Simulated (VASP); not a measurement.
# InP (F-43m) in VASP: further runs

The runs below take InP through single point, with HSE06.

All numbers are computed with VASP 6.6.1; they aren't measurements. Logs are shortened: lines on timing, memory, paths and dates and some standing lists are left out, and cuts for length are marked.

**1. The structure**

Symmetry: F-43m, No. 216, cubic system. The conventional cell has a = 5.861 Å, b = 5.861 Å, c = 5.861 Å, α = 90.00°, β = 90.00°, γ = 90.00°. In (site symmetry -43m) is surrounded by 4 P at 2.54 Å. P (site symmetry -43m) is surrounded by 4 In at 2.54 Å.

**2. Single point, HSE06**

Input file POSCAR:

```
InP
1.0
    0.0000000000      2.9305000000      2.9305000000
    2.9305000000      0.0000000000      2.9305000000
    2.9305000000      2.9305000000      0.0000000000
In P
1 1
Direct
    0.0000000000      0.0000000000      0.0000000000
    0.7500000000      0.7500000000      0.7500000000
```

Input file INCAR.step1:

```
SYSTEM = InP
  ALGO = Normal
  EDIFF = 1E-5
  ENCUT = 350
  GGA = PE
  ISIF = 2
  ISMEAR = 0
  LASPH = .True.
  LCHARG = .False.
  LREAL = .False.
  LWAVE = .True.
  NBANDS = 17
  NELM = 100
  NKRED = 1
  PREC = Accurate
  SIGMA = 0.01
```

Input file INCAR.step2:

```
SYSTEM = InP
  ALGO = Normal
  EDIFF = 1E-6
  ENCUT = 350
  GGA = PE
  HFSCREEN = 0.2
  ISIF = 2
  ISMEAR = 0
  ISTART = 1
  LASPH = .True.
  LCHARG = .False.
  LHFCALC = .True.
  LREAL = .False.
  LWAVE = .False.
  NBANDS = 17
  NELM = 100
  NKRED = 1
  PREC = Accurate
  PRECFOCK = Fast
  SIGMA = 0.01
```

Input file KPOINTS:

```
k-points
0
Gamma
  2 2 2
  0 0 0
```

Potentials or basis: VASP PAW PBE potentials, release 64 (In_d, P).

On the command line:

```
cat potpaw_PBE.64/In_d/POTCAR potpaw_PBE.64/P/POTCAR > POTCAR
cp INCAR.step1 INCAR
mpirun -np 1 vasp_std > vasp.out
cp INCAR.step2 INCAR
mpirun -np 1 vasp_std > vasp.out
```

OUTCAR:

```text
SYSTEM = InP
   EDIFF = 1E-6
   ENCUT = 350
   GGA = PE
   HFSCREEN = 0.2
   ISIF = 2
   ISMEAR = 0
   ISTART = 1
   LASPH = .True.
   LHFCALC = .True.
   LREAL = .False.
   NELM = 100
   NKRED = 1
   PREC = Accurate
   PRECFOCK = Fast

 Found      3 irreducible k-points:

 Following reciprocal coordinates:
            Coordinates               Weight
  0.000000  0.000000  0.000000      1.000000
  0.500000  0.000000  0.000000      4.000000
  0.500000  0.500000  0.000000      3.000000
   k-points           NKPTS =      3   k-points in BZ     NKDIM =      8   number of bands    NBANDS=     17
   number of dos      NEDOS =    301   number of ions     NIONS =      2
   total plane-waves  NPLWV =  21952
   dimension x,y,z NGX =    28 NGY =   28 NGZ =   28
   dimension x,y,z NGXF=    56 NGYF=   56 NGZF=   56
   ions per type =               1   1
   NGX,Y,Z   is equivalent  to a cutoff of  11.23, 11.23, 11.23 a.u.
   NGXF,Y,Z  is equivalent  to a cutoff of  22.46, 22.46, 22.46 a.u.
 SYSTEM =  InP
   PREC   = accura    normal or accurate (medium, high low for compatibility)
   ISTART =      1    job   : 0-new  1-cont  2-samecut
   ICHARG =      0    charge: 1-file 2-atom 10-const
   ISPIN  =      1    spin polarized calculation?
   LNONCOLLINEAR =      F non collinear calculations
   LSORBIT =      F    spin-orbit coupling
   LASPH  =      T    aspherical Exc in radial PAW
   ENCUT  =  350.0 eV  25.72 Ry    5.07 a.u.   6.32  6.32  6.32*2*pi/ulx,y,z
   NELM   =    100;   NELMIN=  2; NELMDL=  0     # of ELM steps
   EDIFF  = 0.1E-05   stopping-criterion for ELM
   LREAL  =      F    real-space projection
   EDIFFG = 0.1E-04   stopping-criterion for IOM
   NSW    =      0    number of steps for IOM
   IBRION =     -1    ionic relax: 0-MD 1-quasi-New 2-CG
   NFREE  =      0    steps in history (QN), initial steepest desc. (CG)
   ISIF   =      2    stress and relaxation
   ISYM   =      3    0-nonsym 1-usesym 2-fastsym
   POTIM  = 0.5000    time-step for ionic-motion
   TEBEG  =    0.0;   TEEND  =   0.0 temperature during run
   PSTRESS=    0.0 pullay stress
   NELECT =      18.0000    total number of electrons
   NUPDOWN=      -1.0000    fix difference up-down
   EMIN   =  10.00;   EMAX   =-10.00  energy-range for DOS
   EFERMI =   0.00;   METHOD = LEGACY
   ISMEAR =     0;   SIGMA  =   0.01  broadening in eV -4-tet -1-fermi 0-gaus
   EFERMI_NEDOS =   21; number of points for ismear=-14 and -15
   IALGO  =     38    algorithm
   IMIX   =      1    mixing-type and parameters
     AMIX     =   0.40;   BMIX     =  1.00
     AMIX_MAG =   1.60;   BMIX_MAG =  1.00
  volume/ion in A,a.u.               =      25.17       169.83
  Fermi-wavevector in a.u.,A,eV,Ry     =   1.162021  2.195901 18.371846  1.350293
  Thomas-Fermi vector in A             =   2.298587
   LORBIT       =      0    0 simple, 1 ext, 2 COOP (PROOUT), +10 PAW based schemes
   GGA     = PE    functional components
   LHFCALC =     T    Hartree Fock is set to
   PRECFOCK=fast      Normal, Fast or Accurate (Low or Medium for compatibility)
   ENCUT4O =  -1.0   cutoff for four orbital integrals eV
   NKREDX  =     1    reduce k-point grid by
   NKREDY  =     1    reduce k-point grid by
   NKREDZ  =     1    reduce k-point grid by
   AEXX    =    0.2500 exact exchange contribution
   HFSCREEN=    0.2000 screening length (either q_TF or 0.3 A-1)
   HFSCREENC=   0.2000 screening length for correlation (either q_TF or 0.3 A-1)
   ENCUTFOCK=  -1.0 apply spherical cutoff to Coloumb kernel
   IVDW    =     0    specifies the selected vdW correction
   LEPSILON=     F    determine dielectric tensor
   LRPA    =     F    only Hartree local field effects (RPA)
 non-spin polarized calculation
 Gauss-broadening in eV      SIGMA  =   0.01
  energy-cutoff  :      350.00
  volume of cell :       50.33
 maximum number of plane-waves:       754
 NGX is ok and might be reduce to    28
  NGX = 14; NGY = 14; NGZ = 14

 number of electron      17.9999990 magnetization

 Free energy of the ion-electron system (eV)
  ---------------------------------------------------
  ext. energy  EPLUGINS =         0.00000000
  ---------------------------------------------------
  free energy    TOTEN  =        -8.40599493 eV

  energy without entropy =       -8.40599493  energy(sigma->0) =       -8.40599493

 E-fermi :   5.0196     XC(G=0):  -7.5662

 val. band max:        4.9129924960   @ k =   0.0000   0.0000   0.0000
 cond. band min:       6.7444346176   @ k =   0.0000   0.0000   0.0000
 fundamental gap:      1.8314421216
 Fermi energy:         5.0196150786

 k-point     1 :       0.0000    0.0000    0.0000
  band No.  band energies     occupation
      1     -11.1651      2.00000
      2     -11.1651      2.00000
      3     -11.1650      2.00000
      4     -11.0119      2.00000
      5     -11.0119      2.00000
      6      -7.6363      2.00000
[... 9 lines left out ...]
     16      15.4577      0.00000
     17      17.0978      0.00000

 k-point     2 :       0.5000    0.0000    0.0000
  band No.  band energies     occupation
      1     -11.2594      2.00000
      2     -11.1260      2.00000
      3     -11.1260      2.00000
      4     -10.9983      2.00000
      5     -10.9982      2.00000
      6      -5.7455      2.00000
[... 9 lines left out ...]
     16      16.7996      0.00000
     17      18.6703      0.00000

 k-point     3 :       0.5000    0.5000    0.0000
  band No.  band energies     occupation
      1     -11.3257      2.00000
      2     -11.0600      2.00000
      3     -11.0600      2.00000
      4     -11.0592      2.00000
      5     -10.9776      2.00000
      6      -4.9964      2.00000
[... 9 lines left out ...]
     16      18.0290      0.00000
     17      18.0290      0.00000

------------------------ aborting loop because EDIFF is reached ----------------------------------------

  FORCE on cell =-STRESS in cart. coord.  units (eV):
  Direction    XX          YY          ZZ          XY          YZ          ZX
  --------------------------------------------------------------------------------------
  -------------------------------------------------------------------------------------
  Total        1.5089288      1.5089288      1.5089288      0.0000000      0.0000000      0.0000000
  in kB       48.0312787     48.0312787     48.0312787      0.0000000      0.0000000      0.0000000
  external PRESSURE =      48.0312787 kB  Pullay stress =       0.0000000 kB

 VOLUME and BASIS-vectors are now :
 -----------------------------------------------------------------------------
  energy-cutoff  :      350.00
  volume of cell :       50.33
      direct lattice vectors                 reciprocal lattice vectors
     0.000000000  2.930500000  2.930500000    -0.170619348  0.170619348  0.170619348
     2.930500000  0.000000000  2.930500000     0.170619348 -0.170619348  0.170619348
     2.930500000  2.930500000  0.000000000     0.170619348  0.170619348 -0.170619348

 POSITION                                       TOTAL-FORCE (eV/Angst)
 -----------------------------------------------------------------------------------
      0.00000      0.00000      0.00000        -0.000000     -0.000000     -0.000000
      4.39575      4.39575      4.39575         0.000000      0.000000      0.000000
 -----------------------------------------------------------------------------------
    total drift:                               -0.000106     -0.000063     -0.000001

  FREE ENERGIE OF THE ION-ELECTRON SYSTEM (eV)
  ---------------------------------------------------
  free  energy   TOTEN  =        -8.4059949333 eV

  energy  without entropy=       -8.4059949333  energy(sigma->0) =       -8.40599493
```

OSZICAR.step1:

```text
N       E                     dE             d eps       ncg     rms          rms(c)
DAV:   1     0.103837712987E+03    0.10384E+03   -0.65611E+03   102   0.873E+02
DAV:   2    -0.918070551845E+00   -0.10476E+03   -0.98516E+02   111   0.226E+02
DAV:   3    -0.716840906391E+01   -0.62503E+01   -0.62142E+01   121   0.623E+01
DAV:   4    -0.732375889569E+01   -0.15535E+00   -0.15527E+00   145   0.103E+01
DAV:   5    -0.732892169995E+01   -0.51628E-02   -0.51621E-02   140   0.156E+00    0.613E+00
DAV:   6    -0.660044148652E+01    0.72848E+00   -0.10133E+00   161   0.147E+01    0.377E+00
DAV:   7    -0.654579471268E+01    0.54647E-01   -0.28758E-01   160   0.360E+00    0.164E+00
DAV:   8    -0.655522559956E+01   -0.94309E-02   -0.30504E-02   105   0.197E+00    0.358E-01
DAV:   9    -0.655786138603E+01   -0.26358E-02   -0.35895E-03   104   0.686E-01    0.189E-01
DAV:  10    -0.655812517531E+01   -0.26379E-03   -0.31015E-04   163   0.159E-01    0.138E-01
DAV:  11    -0.655837177843E+01   -0.24660E-03   -0.11694E-04   103   0.703E-02    0.241E-02
DAV:  12    -0.655841024534E+01   -0.38467E-04   -0.56952E-05   105   0.631E-02    0.168E-02
DAV:  13    -0.655841124678E+01   -0.10014E-05   -0.18007E-06   103   0.841E-03
   1 F= -.65584112E+01 E0= -.65584112E+01  d E =-.291288E-13
```

Wall time 18 s (1 thread of AMD EPYC 7R13 (Zen 3), shared host); peak memory 0.21 GiB.

These settings aren't checked as converged: the numbers below hold their error.

Results:

```
Free energy            : -8.4060 eV
Pressure               : 4.8 GPa
Band gap on the k mesh : 1.83 eV, direct
```

Caveat: the k mesh is coarse (spacing up to 0.93 Å⁻¹), so the values aren't converged, least of all with exact exchange; the PAW data sets were made with another functional, which shifts forces and pressure a little; spin-orbit coupling is left out, which moves the levels of the heavy elements.

**3. Single point, HSE06**

POSCAR is that of step 2.

INCAR.step1, as its differences from that of step 2:

```diff
@@ -3,3 +3,3 @@
   EDIFF = 1E-5
-  ENCUT = 350
+  ENCUT = 500
   GGA = PE
```

INCAR.step2, as its differences from that of step 2:

```diff
@@ -3,3 +3,3 @@
   EDIFF = 1E-6
-  ENCUT = 350
+  ENCUT = 500
   GGA = PE
```

KPOINTS is that of step 2.

Potentials or basis: VASP PAW PBE potentials, release 64 (In_d, P).

On the command line:

```
cat potpaw_PBE.64/In_d/POTCAR potpaw_PBE.64/P/POTCAR > POTCAR
cp INCAR.step1 INCAR
mpirun -np 1 vasp_std > vasp.out
cp INCAR.step2 INCAR
mpirun -np 1 vasp_std > vasp.out
```

It took 22 s on 1 thread of AMD EPYC 7R13 (Zen 3), shared host; peak memory 0.23 GiB.

These settings aren't checked as converged: the numbers below hold their error.

What came out:

| Quantity | Value |
| --- | --- |
| Free energy | -8.4120 eV |
| Pressure | 5.0 GPa |
| Band gap on the k mesh | 1.83 eV, direct |

Caveat: the k mesh is coarse (spacing up to 0.93 Å⁻¹), so the values aren't converged, least of all with exact exchange; the PAW data sets were made with another functional, which shifts forces and pressure a little; spin-orbit coupling is left out, which moves the levels of the heavy elements.

**4. Single point, HSE06**

POSCAR is that of step 3.

INCAR.step1, as its differences from that of step 3:

```diff
@@ -3,3 +3,3 @@
   EDIFF = 1E-5
-  ENCUT = 500
+  ENCUT = 350
   GGA = PE
@@ -13,3 +13,3 @@
   NELM = 100
-  NKRED = 1
+  NKRED = 3
   PREC = Accurate
```

INCAR.step2, as its differences from that of step 3:

```diff
@@ -3,3 +3,3 @@
   EDIFF = 1E-6
-  ENCUT = 500
+  ENCUT = 350
   GGA = PE
@@ -16,3 +16,3 @@
   NELM = 100
-  NKRED = 1
+  NKRED = 3
   PREC = Accurate
```

Input file KPOINTS:

```
k-points
0
Gamma
  3 3 3
  0 0 0
```

On the command line:

```
cat potpaw_PBE.64/In_d/POTCAR potpaw_PBE.64/P/POTCAR > POTCAR
cp INCAR.step1 INCAR
mpirun -np 1 vasp_std > vasp.out
cp INCAR.step2 INCAR
mpirun -np 1 vasp_std > vasp.out
```

Wall time 19 s (1 thread of AMD EPYC 7R13 (Zen 3), shared host); peak memory 0.21 GiB.

The run converged, but some of its settings lie outside the range that counts as converged, so its numbers aren't taken as properties of the crystal.

Results:

| Property | Result |
| --- | --- |
| Free energy | -11.7725 eV |
| Pressure | -1.6 GPa |
| Band gap on the k mesh | 2.90 eV, direct |

Caveat: the k mesh is coarse (spacing up to 0.62 Å⁻¹), so the values aren't converged, least of all with exact exchange; the PAW data sets were made with another functional, which shifts forces and pressure a little; spin-orbit coupling is left out, which moves the levels of the heavy elements.

**5. Single point, HSE06**

POSCAR is that of step 4.

INCAR.step1, as its differences from that of step 4:

```diff
@@ -13,3 +13,3 @@
   NELM = 100
-  NKRED = 3
+  NKRED = 1
   PREC = Accurate
```

INCAR.step2, as its differences from that of step 4:

```diff
@@ -16,5 +16,5 @@
   NELM = 100
-  NKRED = 3
+  NKRED = 1
   PREC = Accurate
-  PRECFOCK = Fast
+  PRECFOCK = Normal
   SIGMA = 0.01
```

KPOINTS is that of step 4.

On the command line:

```
cat potpaw_PBE.64/In_d/POTCAR potpaw_PBE.64/P/POTCAR > POTCAR
cp INCAR.step1 INCAR
mpirun -np 1 vasp_std > vasp.out
cp INCAR.step2 INCAR
mpirun -np 1 vasp_std > vasp.out
```

Run time: 67 s. Hardware: 1 thread of AMD EPYC 7R13 (Zen 3), shared host; peak memory 0.21 GiB.

These settings aren't checked as converged: the numbers below hold their error.

What came out:

```yaml
Free_energy: -9.6595 eV
Pressure: 1.9 GPa
Band_gap_on_the_k_mesh: 1.62 eV, direct
```

Caveat: the k mesh is coarse (spacing up to 0.62 Å⁻¹), so the values aren't converged, least of all with exact exchange; the PAW data sets were made with another functional, which shifts forces and pressure a little; spin-orbit coupling is left out, which moves the levels of the heavy elements.
